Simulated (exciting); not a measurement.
Consider AlN, space group F-43m.

```cif
data_structure
_symmetry_space_group_name_H-M 'P 1'
_symmetry_Int_Tables_number 1
_cell_length_a 3.0886
_cell_length_b 3.0886
_cell_length_c 3.0886
_cell_angle_alpha 60.000
_cell_angle_beta 60.000
_cell_angle_gamma 60.000
_cell_volume 20.83
loop_
_atom_site_label
_atom_site_type_symbol
_atom_site_fract_x
_atom_site_fract_y
_atom_site_fract_z
_atom_site_occupancy
Al1 Al 0.00000 0.00000 0.00000 1
N2 N 0.25000 0.25000 0.25000 1
```

Absorber: atom 1, with 4 N at 1.89 Å (tetrahedral, site symmetry -43m). Method: exciting, all-electron LAPW+lo, PBE, exchange and screened direct term (singlet BSE), 6×6×6 shifted k points, 11 conduction bands, |G+q| up to 3 bohr⁻¹, full RPA screening with nempty = 29, Lorentzian half width 0.45 eV.

What does the Al K spectrum look like, and is there a bound core exciton?

Bound core exciton? Undecided on this mesh: the first bright state (over 5 % of the brightest) lies at -0.31 eV from the Kohn–Sham onset and at -0.57 eV from the lowest bare transition of its own mesh. Maxima (height): 1.3 eV (0.37), 5.3 eV (1.00), 6.6 eV (0.91), 11.1 eV (0.36), 15.0 eV (0.24) and 18.6 eV (0.50).

Energy from the Kohn–Sham onset, core level to the lowest empty state found on the meshes used; Im ε in relative units:

| E (eV) | Im ε |
| --- | --- |
| -3.0 | 0.02 |
| -2.5 | 0.03 |
| -2.0 | 0.04 |
| -1.5 | 0.05 |
| -1.0 | 0.09 |
| -0.5 | 0.21 |
| 0.0 | 0.31 |
| 0.5 | 0.33 |
| 1.0 | 0.37 |
| 1.5 | 0.37 |
| 2.0 | 0.35 |
| 2.5 | 0.33 |
| 3.0 | 0.33 |
| 3.5 | 0.31 |
| 4.0 | 0.32 |
| 4.5 | 0.48 |
| 5.0 | 0.91 |
| 5.5 | 0.96 |
| 6.0 | 0.88 |
| 6.5 | 0.90 |
| 7.0 | 0.83 |
| 7.5 | 0.58 |
| 8.0 | 0.45 |
| 8.5 | 0.39 |
| 9.0 | 0.32 |
| 9.5 | 0.29 |
| 10.0 | 0.30 |
| 10.5 | 0.33 |
| 11.0 | 0.36 |
| 11.5 | 0.34 |
| 12.0 | 0.30 |
| 12.5 | 0.26 |
| 13.0 | 0.23 |
| 13.5 | 0.19 |
| 14.0 | 0.20 |
| 14.5 | 0.23 |
| 15.0 | 0.24 |
| 15.5 | 0.23 |
| 16.0 | 0.22 |
| 16.5 | 0.23 |
| 17.0 | 0.26 |
| 17.5 | 0.33 |
| 18.0 | 0.42 |
| 18.5 | 0.49 |
| 19.0 | 0.43 |
| 19.5 | 0.31 |
| 20.0 | 0.23 |

A mesh of 216 points doesn't converge binding energies. Exchange and the short-range direct term aren't converged in the kernel cutoff. The zero comes from the unshifted 6×6×6 ground-state mesh; it is exact only where the band minimum lies on that mesh. The structure is a Materials Project entry, computed there, and may be a hypothetical form.

[Banner, clock and machine lines of the logs are left out without a mark of their own.]

[Logs are printed without paths, hosts, clocks, repeated set-up lines and the standing remarks that a program may print on its own settings, such as how far it seeks lower states.]

[Hosts, paths, dates, database ids (printed as entryN), source tags and the programs' standing remarks are cut or masked in the printed files.]
